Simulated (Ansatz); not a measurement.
HgSe:

```
CELL_PARAMETERS angstrom
0.00000 3.03900 3.03900
3.03900 0.00000 3.03900
3.03900 3.03900 0.00000
ATOMIC_POSITIONS crystal
Hg 0.00000 0.00000 0.00000
Se 0.75000 0.75000 0.75000
```

```yaml
Program: Ansatz 0.2.0
Task: relaxation of cell and atoms
Functional: revPBE
Dispersion: D3(BJ)
Potentials_or_basis: Ansatz PAW
Cutoff: "420 eV (not typed: the program's choice for these potentials)"
k_mesh: 8 × 8 × 8
Occupations: fermi-dirac, width 0.05 eV
Spin: no spin polarisation
```

At the start: volume 28.07 Å³/atom.

**Question.** Where does the relaxation end?

**Answer.** It ends after 4 steps and the volume is 29.09 Å³/atom (+3.6 %); space group F-43m (No. 216, to 0.05 Å).

The path:
```tsv
step	energy change (eV)	largest force (eV/Å)	volume (Å³)
1	0.0000	0.0000	56.13
2	-0.0100	0.0000	58.72
3	-0.0109	0.0000	58.18
4	-0.0113	0.0000	58.18
```

Final structure:
```
Hg Se
1.0
     0.00000    3.07544    3.07544
     3.07544    0.00000    3.07544
     3.07544    3.07544    0.00000
Hg Se
1 1
Cartesian
  0.0000 0.0000 0.0000
  4.6132 4.6132 4.6132
```

Caveat: the plane-wave basis is chosen anew once the cell has moved, so the energies of steps on either side of that aren't comparable; pairwise dispersion overbinds metals, which lowers pressure and volume; the PAW data sets come from PBE, with cores solved anew for the run's functional, which leaves a small shift of forces and pressure.
